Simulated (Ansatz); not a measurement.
# 1T-VClI monolayer in a perpendicular field, part 2 of 2

Aim: how the 1T-VClI monolayer screens a field along its normal, and what the field does to its bands. A positive field points along +c.

Ansatz 0.2.0; plane-wave DFT, PBE-D3(BJ), Ansatz PAW (set soft_1); PAW set soft_1.

So far. Step 2 (Relaxation): The lattice constant a goes from 3.783 to 3.835 Å.

### 3. Atoms held, field 0

A sawtooth potential applies the field, turning back in the middle of the vacuum. With the dipole correction the typed value is the field outside the slab. The induced dipole is small, so the SCF threshold is tight.

The cell differs from the one that the last finished run ended in (c 37.156 → 20.931 Å).

input.yaml

```yaml
crystal:
  lattice:
    - [3.8346750112, 0.0, 0.0]
    - [-1.9173375056, 3.320925975, 0.0]
    - [0.0, 0.0, 20.930914414]
  atoms:
    - { symbol: I, position: [0.6666666667, 0.3333333333, 0.4299859921], spin: -0.03 }
    - { symbol: V, position: [0.0, 0.0, 0.5108925592], spin: 2.48 }
    - { symbol: Cl, position: [0.3333333333, 0.6666666667, 0.5700140079], spin: 0.01 }
magnetization:
  spin_polarized: true
kpoints:
  mp_grid: { grid: [12, 12, 1] }
  band_path:
    path: [[0, 0, 0], [0.5, 0, 0], [0.33333333, 0.33333333, 0], [0, 0, 0]]
    npoints: 16
hamiltonian:
  xc: pbe
  dispersion: d3bj
  pseudopotentials: { kind: paw, azcp: { folder: soft_1 } }
scf:
  occupations: { method: fermi_dirac, width: 0.02585 }
  convergence: { dr2_threshold: 1.0e-10 }
efield:
  axis: 3
  dipole_correction: true
  ramp_position: 0.97
  ramp_width: 0.06
  amplitude: 0
output:
  dos: { projected: true, e_range: [-6, 5] }
  write_potential: true
  write_density: true
  volumetric_format: npy
  elf: true
```

On the command line:

```console
ansatz run input.yaml --threads 2 --pin off --max-ram 3072MiB --backend cpu --events-out ev --progress --plain --runs-dir out
```

Numbers of over 12 decimals in the logs are rounded to 6 here.

The program printed:

```text
[...]
Crystal: 3 atoms, lattice volume = 266.548 Å³
Basis set: ecut = 420 eV, 5193 PW (Γ)
Bands: 24, of which v1, the nominal top of the filled ones, is band 19 counted from 1 (18 counted from 0)
Symmetry: 6 space group operations
k-points: 19 of 144 (time reversal used)
[...]
Starting moments: Σ|m| = 2.52 μB on 3 of 3 sites
[...]
SCF iter   1: F=—  HF=-11506.605107 eV  |F-HF|=—  |Δ(HF+E_count)|=         —  Δρ=2.33e-2 (↑2.33e-2 ↓6.36e-3)  dr2=1.59e0  dr2_m=4.22e-1  M=3.000 μB ∫|m|=3.181 μB  β_m=1.00  ethr=3.10e-3  p=-0.000 e·Å  D=-7.70e-7 V/Å  ΔV_dip=0.00 eV  dr2_dipole=3.27e-2  V_vac-E_F(+/−)=4.46/4.46 eV  ⟨swp⟩=11.9  Hψ=6002  notcnv=0
[...]
efield: sawtooth ramp at fractional position 0.9700 (set: `efield.ramp_position`, or a place that a band, a saddle search or an elastic batch's reference lends), width 0.0600; the density the first Hamiltonian is built on has a dipole p = -0.000 e·Å; the dipole correction subtracts the counter field D = -7.70e-7 V/Å, which shifts the + side's vacuum level by +0.00 eV against the − side's; the planar-averaged density in the ramp window peaks in size at 4.4e-6 e/Å³
[...]
SCF iter   2: F=—  HF=-11507.299944 eV  |F-HF|=—  |Δ(HF+E_count)|=   6.95e-1  Δρ=7.01e-3 (↑7.01e-3 ↓6.66e-3)  dr2=2.93e-1  dr2_m=1.21e-2  M=3.000 μB ∫|m|=3.161 μB  β_m=1.00  ethr=3.10e-3  p=-0.042 e·Å  D=-2.83e-2 V/Å  ΔV_dip=0.59 eV  dr2_dipole=5.36e-5  V_vac-E_F(+/−)=4.27/3.68 eV  ⟨swp⟩=3.6  Hψ=1956  notcnv=0  defer=36  κ⁻¹=1.0e0(r=1)
density mixer auto → broyden: gapped, with many states about μ (density of states about μ 0.51 of a free-electron gas's, 30 screened modes)
SCF iter   3: F=—  HF=-11507.674139 eV  |F-HF|=—  |Δ(HF+E_count)|=         —  Δρ=5.03e-3 (↑5.03e-3 ↓4.34e-3)  dr2=1.12e-1  dr2_m=1.95e-3  M=3.000 μB ∫|m|=3.107 μB  β_m=1.00  ethr=7.91e-4  p=-0.043 e·Å  D=-2.92e-2 V/Å  ΔV_dip=0.61 eV  dr2_dipole=3.23e-3  V_vac-E_F(+/−)=3.60/2.99 eV  ⟨swp⟩=2.8  Hψ=1236  notcnv=0  defer=36  κ⁻¹=1.0e0(r=1)
[...]
SCF iter  15: F=-11507.914898 eV  HF=-11507.914898 eV  |F-HF|=7.82e-11  |Δ(HF+E_count)|=  6.37e-11  Δρ=1.11e-7 (↑1.05e-7 ↓1.11e-7)  dr2=9.62e-11  dr2_m=4.76e-12  M=3.000 μB ∫|m|=3.151 μB  ethr=1.00e-12  p=-0.040 e·Å  D=-2.73e-2 V/Å  ΔV_dip=0.57 eV  dr2_dipole=5.30e-12  V_vac-E_F(+/−)=4.16/3.59 eV  ⟨swp⟩=7.7  Hψ=4167  notcnv=0
SCF 1 converged in 15 iterations: F = -11507.914898 eV  dr2 = 9.62e-11
[...]
this state was not tested for a lower state beside it, because the mixer in use, unlike msr1, does not test its closes by its own steps (another_mixer; see scf.mixing.algorithm and scf.lower_state_search)
NSCF: frozen V_eff on 49 k-points
efield: sawtooth ramp at fractional position 0.9700 (kept from the solve that this one continues, or follows in the run), width 0.0600; the density the first Hamiltonian is built on has a dipole p = -0.040 e·Å; the dipole correction subtracts the counter field D = -2.73e-2 V/Å, which shifts the + side's vacuum level by +0.57 eV against the − side's; the planar-averaged density in the ramp window peaks in size at 5.4e-6 e/Å³
SCF converged after 15 iterations
Magnetization: 3.0000 μB (20.0000 up, 17.0000 down)
Absolute magnetization: 3.1512 μB (∫|ρ↑−ρ↓|, with the PAW one-centre terms)
[...]
Per-site moments (μB) at R_I (Å): [(-0.030214, 1.149784), (2.477496, 1.046230), (0.00517587, 1.046230)]
Free energy (F): -11507.914898 eV
[...]
Internal energy: -11507.914898 eV  (E = F + TS)
E sigma→0 (E₀):  -11507.914898 eV
Fermi energy:    -0.172502 eV
Dipole field:    D = -0.027310 V/Å  (p = -0.040228 e·Å, saw-weighted, corrected)
Work function:   Φ+ = 4.1576 eV   Φ− = 3.5860 eV
Levels:          The Fermi level and band energies are counted from a zero that moves with the ramp; work functions are not
[...]
--- Band table (eV; the first three rows and the last of 38) ---
  k-point 0 ↑: bands = [... 15 lower, -2.6973, -2.6973, -1.4110, -1.4110, -1.0956, 0.9218, 0.9218, 1.9448, ... 1 higher]
  k-point 1 ↑: bands = [... 15 lower, -3.0835, -2.8214, -1.3829, -1.3149, -1.0114, 0.7311, 0.8889, 2.1598, ... 1 higher]
  k-point 2 ↑: bands = [... 15 lower, -3.6846, -3.0870, -1.4182, -1.1355, -0.8800, 0.4858, 0.8302, 2.6760, ... 1 higher]
  k-point 18 ↓: bands = [... 15 lower, -4.6222, -4.0859, 1.5520, 1.5602, 1.5833, 1.9454, 2.3166, 4.4648, ... 1 higher]
```

Wall time 54 s (2 threads of Arm Neoverse N1, shared host); peak memory 0.62 GiB.

The column dr2 measures how far the density is from self-consistency, as an energy; F and HF (Harris–Foulkes) agree once it is small.

Numbers from this step:

* site moments: -0.03021, 2.477, 0.005176 μB
* gap on the k-mesh: 1.181 eV
* dipole along the normal: -0.04023 e·Å
* gap along the path: 1.181 eV
* step between the vacuum levels: 0.5716 eV
* ionisation energy, upper face: 4.755 eV
* electron affinity, upper face: 3.574 eV
* ionisation energy, lower face: 4.183 eV
* gap, the smaller of path and mesh: 1.181 eV

Running mean over a fixed 2.8 Å (it still follows the layers) of the planar mean; the ramp of the sawtooth is left out. Table of electron's electrostatic potential energy less the Fermi level by z:

z (Å), electron's electrostatic potential energy less the Fermi level (eV) and a bar from the least value:
```
      3.0       3.59 #############################
      3.5       3.59 #############################
      4.0       3.59 #############################
      4.5       3.59 #############################
      5.0       3.58 #############################
      5.5       3.57 ############################
      6.0       3.52 ############################
      6.5       3.31 ############################
      7.0       2.35 #########################
      7.5       0.37 ####################
      8.0      -1.75 ###############
      8.5      -3.65 ##########
      9.0      -5.29 #####
      9.5      -6.89 #
     10.0      -7.35 
     10.5      -7.15 #
     11.0      -6.59 ##
     11.5      -5.52 #####
     12.0      -3.61 ##########
     12.5      -1.48 ###############
     13.0       0.59 #####################
     13.5       2.48 ##########################
     14.0       3.75 #############################
     14.5       4.08 ##############################
     15.0       4.14 ##############################
     15.5       4.15 ##############################
     16.0       4.16 ##############################
     16.5       4.16 ##############################
     17.0       4.16 ##############################
     17.5       4.16 ##############################
     18.0       4.16 ##############################
```

The density of states has structure finer than the step of the table below, so its rows give means over 0.2 eV, whole bins alone (the curve runs from -6 to 2.57 eV). Peaks (eV: height): total -5.20: 8.40, -4.90: 11.4, -0.73: 8.32, -0.65: 12.2, 1.22: 10.2, 1.72: 7.53, 1.97: 7.67; up -5.20: 6.48, -4.90: 11.4, -1.20: 6.35, -0.73: 8.32, -0.65: 12.2, 0.67: 7.03, 1.22: 7.86; down -4.76: 6.92, 1.66: 5.53, 1.72: 7.53, 1.77: 6.02, 1.97: 7.67, 2.11: 7.51, 2.24: 5.70.

Table of density of states by energy, zero at the Fermi level of the run, which the smearing sets inside the gap; means over each step; values in states/eV a cell:

```csv
energy (eV),total,up,down
-5.8,5.01,1.89,3.12
-5.6,3.10,1.15,1.95
-5.4,3.14,1.80,1.34
-5.2,5.22,2.75,2.46
-5.0,3.75,2.07,1.68
-4.8,4.59,1.89,2.70
-4.6,0.951,0.452,0.499
-4.4,1.33,0.728,0.601
-4.2,1.60,0.923,0.674
-4.0,4.20,2.89,1.32
-3.8,5.45,2.28,3.17
-3.6,3.85,1.94,1.91
-3.4,2.16,0.835,1.33
-3.2,1.32,0.550,0.766
-3.0,0.994,0.430,0.564
-2.8,0.814,0.344,0.470
-2.6,0.569,0.178,0.391
-2.4,0.108,0,0.108
-2.2,0,0,0
-2.0,0,0,0
-1.8,0,0,0
-1.6,0,0,0
-1.4,1.29,1.29,0
-1.2,3.33,3.33,0
-1.0,1.26,1.26,0
-0.8,4.54,4.54,0
-0.6,3.16,3.16,0
-0.4,0,0,0
-0.2,0,0,0
0.0,0,0,0
0.2,0,0,0
0.4,0,0,0
0.6,2.22,2.22,0
0.8,2.88,2.36,0.527
1.0,4.39,3.21,1.18
1.2,4.54,2.34,2.20
1.4,1.18,0,1.18
1.6,2.54,0,2.54
1.8,4.80,0,4.80
2.0,4.59,0,4.59
2.2,5.13,0.0754,5.06
2.4,2.86,0.133,2.72
```

Projected DOS per atom over height of the atomic layer and energy from the Fermi level. Layers: I V Cl from below.

Ten even steps from '_' (0.00 states/eV) to '@' (4.38 states/eV), each cell a mean:
```
__##__
__%%__
__==__
__**__
__**__
______
______
______
__@@__
__++__
______
______
______
..____
::____
==____
##....
::____
::__::
..__**
____**
--__++
```
Columns: height of the atomic layer (Å) from 9 to 11.9 (not evenly spaced); rows upwards: energy from the Fermi level (eV) from -5.96 to 2.5.

Projected DOS per atom, spin up over height of the atomic layer and energy from the Fermi level. Layers: I V Cl from below.

Values in states/eV, 22 rows by 3 columns, each cell a mean:
```
0.01 0.05 0.01
0.00 0.00 0.00
0.00 0.00 0.00
0.27 1.35 0.15
0.40 2.35 0.26
0.02 0.17 0.02
0.00 0.00 0.00
0.00 0.01 0.00
0.21 4.38 0.15
0.08 2.28 0.07
0.01 0.40 0.02
0.00 0.00 0.00
0.00 0.00 0.00
0.19 0.04 0.02
0.35 0.10 0.03
0.93 0.18 0.17
1.66 0.26 0.43
0.78 0.16 0.14
0.33 0.08 0.12
0.75 0.26 1.14
0.07 0.26 1.74
0.52 0.18 1.11
```
Columns: height of the atomic layer (Å) from 9 to 11.9 (not evenly spaced); rows upwards: energy from the Fermi level (eV) from -5.96 to 2.5.

Projected DOS per atom, spin down over height of the atomic layer and energy from the Fermi level. Layers: I V Cl from below.

Values in states/eV, 22 rows by 3 columns, each cell a mean:
```
0.20 3.10 0.15
0.22 3.93 0.20
0.12 2.01 0.05
0.04 1.58 0.03
0.01 0.45 0.01
0.00 0.00 0.00
0.00 0.00 0.00
0.00 0.00 0.00
0.00 0.00 0.00
0.00 0.00 0.00
0.00 0.00 0.00
0.00 0.00 0.00
0.06 0.01 0.00
0.36 0.04 0.02
0.55 0.07 0.03
1.21 0.12 0.23
1.79 0.19 0.38
0.49 0.06 0.12
0.94 0.13 0.86
0.03 0.17 1.59
0.20 0.12 1.31
0.94 0.20 1.44
```
Columns: height of the atomic layer (Å) from 9 to 11.9 (not evenly spaced); rows upwards: energy from the Fermi level (eV) from -5.96 to 2.5.

Deep bands are left out, so band numbers here count from the lowest band kept and differ from the log's. Electronic bands along the path, in eV, zero at the Fermi level of the run, which the smearing sets inside the gap; # counts the bands kept:

```csv
point,up #8,up #9,up #10,up #11,down #7,down #8,down #9,down #10
Γ,-1.24,-0.92,1.09,1.09,1.26,1.26,1.60,2.27
halfway,-0.82,-0.65,0.64,0.98,1.03,1.72,1.90,2.08
M,-0.71,-0.69,1.05,1.18,0.76,1.93,2.14,2.46
halfway,-0.79,-0.64,0.71,1.23,1.21,1.76,2.05,2.20
K,-0.88,-0.60,0.58,1.22,1.72,1.73,1.76,2.12
halfway,-0.87,-0.62,0.69,0.83,1.34,1.60,1.82,1.94
Γ,-1.24,-0.92,1.09,1.09,1.26,1.26,1.60,2.27
```

Spin density in the ca plane at fractional y = 0.000, with atoms of V within 0.2 Å of it.

Ten even steps from '0' (0.0 e/Å³) to '9' (2.6 e/Å³), each cell a mean:
```
00000000000000000000001376200000000000000000
00000000000000000000000021000000000000000000
00000000000000000000000000000000000000000000
00000000000000000000000000000000000000000000
00000000000000000000000000000000000000000000
00000000000000000000000000000000000000000000
00000000000000000000000000000000000000000000
00000000000000000000000010000000000000000000
00000000000000000000000143100000000000000000
00000000000000000000001598310000000000000000
```
Columns run along c (16.0 Å, from fractional 0.09 to 0.85 of the cell), rows up along a (3.8 Å). Atoms in or near the plane, at fractional coordinates: V at (0.51, 0.00).

ELF in the ca plane at fractional y = 0.000, with atoms of V within 0.2 Å of it. It is the smooth field of the valence electrons, not physical close to the nuclei.

Ten even steps from '0' (0.00) to '9' (0.75), each cell a mean:
```
00000000000000011248998421000000000000000000
00000000000001234313773111100000000000000000
00000000000135778742221354310000000000000000
00000000001368999974114788642000000000000000
00000000002479999984126899853100000000000000
00000000001479999984125899752100000000000000
00000000000257899862112576531000000000000000
00000000000013456522441122100000000000000000
00000000000000112225885211000000000000000000
00000000000000001259999621000000000000000000
```
Columns run along c (16.0 Å, from fractional 0.16 to 0.92 of the cell), rows up along a (3.8 Å). Atoms in or near the plane, at fractional coordinates: V at (0.51, 0.00).

Valence density in the ca plane at fractional y = 0.000, with atoms of V within 0.2 Å of it. It is the smooth field of the valence electrons, not physical close to the nuclei.

Values in units of 1e0 e/Å³, 6 rows by 16 columns, each cell a mean:
```
0.0 0.0 0.0 0.0 0.0 0.1 0.3 6.1 1.1 0.0 0.0 0.0 0.0 0.0 0.0 0.0
0.0 0.0 0.0 0.0 0.0 0.2 0.2 0.4 0.2 0.1 0.0 0.0 0.0 0.0 0.0 0.0
0.0 0.0 0.0 0.0 0.1 0.3 0.3 0.1 0.3 0.2 0.0 0.0 0.0 0.0 0.0 0.0
0.0 0.0 0.0 0.0 0.1 0.3 0.3 0.1 0.2 0.1 0.0 0.0 0.0 0.0 0.0 0.0
0.0 0.0 0.0 0.0 0.0 0.1 0.2 1.0 0.3 0.1 0.0 0.0 0.0 0.0 0.0 0.0
0.0 0.0 0.0 0.0 0.0 0.1 0.5 9.1 1.6 0.0 0.0 0.0 0.0 0.0 0.0 0.0
```
Columns run along c (16.0 Å, from fractional 0.16 to 0.92 of the cell), rows up along a (3.8 Å). Atoms in or near the plane, at fractional coordinates: V at (0.51, 0.00).

The gap is 1.18 eV, with the valence edge 4.76 eV and the conduction edge 3.57 eV under the upper vacuum level. Spin-orbit coupling, left out in this run, matters for the bands of elements this heavy.

### 4. Single point, field 0.1 V/Å

Edit input.yaml of step 3 so:

```diff
@@ -26,7 +26,6 @@
   dipole_correction: true
-  ramp_position: 0.97
-  ramp_width: 0.06
-  amplitude: 0
+  ramp_position: 0.9388
+  ramp_width: 0.1046
+  amplitude: 0.1
 output:
-  dos: { projected: true, e_range: [-6, 5] }
   write_potential: true
@@ -34,2 +33 @@
   volumetric_format: npy
-  elf: true
```

The program printed:

```text
[...]
Crystal: 3 atoms, lattice volume = 266.548 Å³
Basis set: ecut = 420 eV, 5193 PW (Γ)
Bands: 24, of which v1, the nominal top of the filled ones, is band 19 counted from 1 (18 counted from 0)
Symmetry: 6 space group operations
k-points: 19 of 144 (time reversal used)
[...]
Starting moments: Σ|m| = 2.52 μB on 3 of 3 sites
[...]
k-point 1 ↑: bands = [... 15 lower, -3.0940, -2.8315, -1.3826, -1.3148, -1.0097, 0.7305, 0.8876, 2.1281, ... 1 higher]
  k-point 2 ↑: bands = [... 15 lower, -3.6923, -3.0980, -1.4174, -1.1356, -0.8789, 0.4858, 0.8291, 2.6108, ... 1 higher]
  k-point 18 ↓: bands = [... 15 lower, -4.6118, -4.1044, 1.5505, 1.5637, 1.5772, 1.9460, 2.3182, 4.4303, ... 1 higher]
[key lines of the parts left out:]
SCF converged after 16 iterations
Magnetization: 3.0000 μB (20.0000 up, 17.0000 down)
Free energy (F): -11507.912503 eV
Fermi energy:    -0.173486 eV
Dipole field:    D = -0.005197 V/Å  (p = -0.007656 e·Å, saw-weighted, corrected)
```

The job ended after 54 s (2 threads; peak memory 0.62 GiB).

The dipole is -0.00766 e·Å, 0.0326 e·Å from its value without field, and the gap 1.177 eV.

### 5. Atoms held, field -0.1 V/Å

Edit input.yaml of step 4 so:

```diff
@@ -28,3 +28,3 @@
   ramp_width: 0.1046
-  amplitude: 0.1
+  amplitude: -0.1
 output:
```

The program printed:

```text
[...]
Crystal: 3 atoms, lattice volume = 266.548 Å³
Basis set: ecut = 420 eV, 5193 PW (Γ)
Bands: 24, of which v1, the nominal top of the filled ones, is band 19 counted from 1 (18 counted from 0)
Symmetry: 6 space group operations
k-points: 19 of 144 (time reversal used)
[...]
Starting moments: Σ|m| = 2.52 μB on 3 of 3 sites
[...]
k-point 1 ↑: bands = [... 15 lower, -3.0637, -2.8020, -1.3739, -1.3057, -1.0038, 0.7408, 0.8995, 2.1732, ... 1 higher]
  k-point 2 ↑: bands = [... 15 lower, -3.6674, -3.0668, -1.4096, -1.1260, -0.8718, 0.4949, 0.8406, 2.7044, ... 1 higher]
  k-point 18 ↓: bands = [... 15 lower, -4.6225, -4.0581, 1.5628, 1.5659, 1.5985, 1.9541, 2.3243, 4.5067, ... 1 higher]
[key lines of the parts left out:]
SCF converged after 16 iterations
Magnetization: 3.0000 μB (20.0000 up, 17.0000 down)
Free energy (F): -11507.920548 eV
Fermi energy:    -0.162259 eV
Dipole field:    D = -0.049395 V/Å  (p = -0.072760 e·Å, saw-weighted, corrected)
```

Run time: 54 s. Hardware: 2 threads; peak memory 0.62 GiB; 1.7 min of CPU time.

The dipole is -0.0728 e·Å, -0.0325 e·Å from its value without field, and the gap 1.184 eV.

### 6. Response, atoms held

This step: plane-wave DFT, PBE-D3(BJ), Ansatz PAW (set soft_1); response to a field along the normal, atoms held; PAW set soft_1 (Ansatz 0.2.0).

The dipoles give the slope, and the difference of two potentials shows where the field is screened.

This step gave:

| Quantity | Value |
| --- | --- |
| equivalent conductor thickness p/(ε₀AE) | 4.625 Å |
| distance between the outer atoms | 2.931 Å |

The dipole of the cell by applied field:

| applied field (V/Å) | dipole of the cell (e·Å) |
| --- | --- |
| -0.1000 | -0.0728 |
| 0.0000 | -0.0402 |
| 0.1000 | -0.00766 |

The total moment stays at 3 μB for applied field from -0.1 to 0.1 V/Å.

Local field over the applied field, running mean. From the potentials at -0.1 and 0.1 V/Å; running mean over 2.5 Å. Local field over applied field against z:

```csv
z (Å),local field over applied field
4.07,0.999
4.36,0.999
4.80,0.996
5.09,0.993
5.52,0.983
5.81,0.969
6.10,0.945
6.54,0.880
6.83,0.812
7.12,0.727
7.56,0.582
7.85,0.479
8.29,0.327
8.58,0.237
8.87,0.168
9.30,0.115
9.59,0.108
9.88,0.111
10.32,0.122
10.61,0.136
11.05,0.171
11.34,0.203
11.63,0.245
12.06,0.334
12.36,0.410
12.65,0.499
13.08,0.642
13.37,0.733
13.81,0.852
14.10,0.910
14.39,0.949
14.83,0.980
15.12,0.990
15.41,0.995
15.84,0.998
16.13,0.999
16.57,1.000
16.86,1.000
```

Electrons, planar mean, per unit field. Table of induced electron density by z:

| z (Å) | induced electron density (e/Å³ per V/Å) |
| --- | --- |
| 4.07 | 3.1e-6 |
| 4.36 | 5.9e-6 |
| 4.80 | 1.6e-5 |
| 5.09 | 3.0e-5 |
| 5.52 | 7.8e-5 |
| 5.81 | 1.5e-4 |
| 6.10 | 2.7e-4 |
| 6.54 | 6.3e-4 |
| 6.83 | 0.00107 |
| 7.12 | 0.00174 |
| 7.56 | 0.00303 |
| 7.85 | 0.00347 |
| 8.29 | 0.00213 |
| 8.58 | 0.00122 |
| 8.87 | 0.00117 |
| 9.30 | 2.6e-4 |
| 9.59 | -2.6e-4 |
| 9.88 | -0.00123 |
| 10.32 | -0.00113 |
| 10.61 | -2.1e-4 |
| 11.05 | 7.4e-4 |
| 11.34 | 7.8e-4 |
| 11.63 | -4.3e-4 |
| 12.06 | -0.00149 |
| 12.36 | -0.00221 |
| 12.65 | -0.00323 |
| 13.08 | -0.00278 |
| 13.37 | -0.00184 |
| 13.81 | -8.1e-4 |
| 14.10 | -4.4e-4 |
| 14.39 | -2.3e-4 |
| 14.83 | -8.3e-5 |
| 15.12 | -4.1e-5 |
| 15.41 | -2.0e-5 |
| 15.84 | -6.9e-6 |
| 16.13 | -3.4e-6 |
| 16.57 | -1.1e-6 |
| 16.86 | -5.6e-7 |

By hand: between -0.1 and 0.1 V/Å the dipole changes by 0.06510 e·Å, a slope of 0.3255 e·Å²/V. A perfect conductor of thickness t has p = ε₀AEt, so t = 180.95 × 0.3255 / 12.735 = 4.63 Å (e/ε₀ = 180.95 V·Å, A in Å²).

The induced dipole is that of a conductor 4.63 Å thick.

### 7. What came out

```json
{"gap without field": "1.18 eV", "ionisation energy, upper face": "4.76 eV", "electron affinity, upper face": "3.57 eV", "step between the vacuum levels": "0.572 eV", "equivalent conductor thickness, atoms held": "4.63 Å"}
```

In words: The induced dipole equals that of a perfect conductor 4.63 Å thick, while the outer atoms lie 2.93 Å apart; an out-of-plane ε follows only once a thickness t is chosen, by 1 − 1/ε = 4.63 Å / t. The two faces differ: the vacuum level above lies 0.57 eV higher than the one below. The gap stays within 0.01 eV of 1.18 eV over the fields run, up to 0.1 V/Å in size. Semilocal functionals give gaps that are too small, and excitons are not included. The magnetic order is the one reached from the typed start; other orders were not compared. Spin-orbit coupling is left out, which matters for the bands of elements this heavy.

[Logs are printed without paths, hosts, clocks, repeated set-up lines and the standing remarks that a program may print on its own settings, such as how far it seeks lower states.]

[Hosts, paths, dates, database ids (printed as entryN), source tags and the programs' standing remarks are cut or masked in the printed files.]

[Maps of the electrostatic potential energy from Ansatz leave out the sawtooth potential of an applied field or a dipole correction, so their vacuum need not be flat; planar profiles and work functions include it.]

[The density of states shown here was stored with 400 of the rows of the run's finer table, so its peaks can read low, often by over a quarter, or be missed, and its means over a window can be off by a tenth or more.]
